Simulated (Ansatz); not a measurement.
# Pressure against volume: Hf

```cif
data_structure
_symmetry_space_group_name_H-M 'Im-3m'
_symmetry_Int_Tables_number 229
_cell_length_a 3.5350
_cell_length_b 3.5350
_cell_length_c 3.5350
_cell_angle_alpha 90.000
_cell_angle_beta 90.000
_cell_angle_gamma 90.000
_cell_volume 44.17
loop_
_atom_site_label
_atom_site_type_symbol
_atom_site_symmetry_multiplicity
_atom_site_Wyckoff_symbol
_atom_site_fract_x
_atom_site_fract_y
_atom_site_fract_z
_atom_site_occupancy
Hf1 Hf 2 a 0.00000 0.00000 0.00000 1
```

The runs use the primitive cell with vectors (-1.767, 1.767, 1.767), (1.767, -1.767, 1.767), (1.767, 1.767, -1.767) Å, to which the k mesh refers.

Structure from Materials Project entry mp-100 (possibly hypothetical), not relaxed further.

No spin–orbit coupling, which matters for the heavy atoms here.

Methods: DFT, LDA, all-electron LAPW, scalar-relativistic (Ansatz 0.2.0); DFT, LDA, PAW with Ansatz's default frozen-core files, scalar-relativistic (Ansatz 0.2.0).

For LAPW: a Γ-centred 14×14×14 k mesh, Fermi–Dirac smearing of 0.05 eV, basis error target 0.5 meV/atom, no spin polarisation. PAW takes a cutoff of 420 eV at this cell (files made with PBE, cores remade for this functional). The Ansatz runs share mesh, smearing and spin set-up. Plane-wave (PAW) pressures include the program's estimate of the Pulay term.

The cell above is scaled evenly, with fractional coordinates and shape held.

| V/V(cell) | V (Å³/atom) | P, LAPW (GPa) | P, PAW (GPa) |
| --- | --- | --- | --- |
| 0.9500 | 20.982 | -3.03 | -3.06 |
| 0.9750 | 21.535 | ? | ? |
| 1.0000 | 22.087 | -7.90 | -7.93 |
| 1.0250 | 22.639 | -9.92 | -9.94 |
| 1.0500 | 23.191 | -11.70 | -11.72 |

Q: Fill in the row V/V(cell) = 0.9750.

A: P, LAPW (GPa) = -5.62, P, PAW (GPa) = -5.65.
